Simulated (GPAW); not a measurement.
Runs of GPAW 26.7.0 on InAs. It takes space group Fm-3m (No. 225, cubic). Conventional cell: a = 5.755 Å, b = 5.755 Å, c = 5.755 Å, α = 90.00°, β = 90.00°, γ = 90.00°. In (site symmetry m-3m) is surrounded by 6 As at 2.88 Å. As (site symmetry m-3m) has 6 In at 2.88 Å as nearest neighbours. Measurements of this composition are mostly on another form, of space group No. 216.

```csv
level,potentials or basis,k mesh,cutoff (eV),maxiter,eigensolver,ranks,exact-exchange share,mesh quality,gap on the mesh (eV),pressure (GPa)
PBE,"GPAW PAW data sets (gpaw-data 1.2.1), pw",8 × 8 × 8,600,150,-,-,-,not flagged,none,-0.3
AM05,"PAW data sets generated in the run's folder for this functional, pw",8 × 8 × 8,600,150,-,-,-,not flagged,none,-3.5
TPSS,"GPAW PAW data sets (gpaw-data 1.2.1), pw",8 × 8 × 8,600,150,davidson,-,-,not flagged,none,(a)
revPBE,"the program's PAW data sets (release 1.2.1) made for this functional, pw",8 × 8 × 8,600,150,-,-,-,not flagged,none,(b)
RPBE,"the program's PAW data sets (release 1.2.1) made for this functional, pw",8 × 8 × 8,600,150,-,-,-,not flagged,none,(c)
PBEh(alpha),"GPAW PAW data sets (gpaw-data 1.2.1), pw",3 × 3 × 3,450,60,-,4,0.35,coarse,none,-
LDA,"the program's PAW data sets (release 1.2.1) made for this functional, pw",8 × 8 × 8,600,150,-,-,-,not flagged,none,-5.3
PBEh(alpha),"GPAW PAW data sets (gpaw-data 1.2.1), pw",3 × 3 × 3,450,60,-,4,0.5,coarse,none,-
PBE0,"GPAW PAW data sets (gpaw-data 1.2.1), pw",3 × 3 × 3,450,60,-,4,0.25,coarse,none,-
r2SCAN,"GPAW PAW data sets (gpaw-data 1.2.1), pw",8 × 8 × 8,600,150,-,-,-,not flagged,none,-2.5
SCAN,"GPAW PAW data sets (gpaw-data 1.2.1), pw",8 × 8 × 8,600,150,-,-,-,not flagged,none,-2.9
PBEh(alpha),"GPAW PAW data sets (gpaw-data 1.2.1), pw",3 × 3 × 3,450,60,-,4,0.1,coarse,none,-
```

Alike in all rows: task single point; no spin polarisation; cell as given; smearing fermi-dirac 0.05 eV.

**Question.** Estimate the missing entries.

**Answer.** (a) -1.7; (b) 1.0; (c) 1.4.

Caveats: some runs use coarse meshes; the PAW data sets were made with another functional, which shifts forces and pressure a little (some runs); exact exchange converges slowly with the k mesh, and this mesh is small (some runs).

A k mesh can miss the band edges, and the runs leave out spin-orbit coupling on As, In.

A gap of «none» marks a metal or a gap under the smearing width.
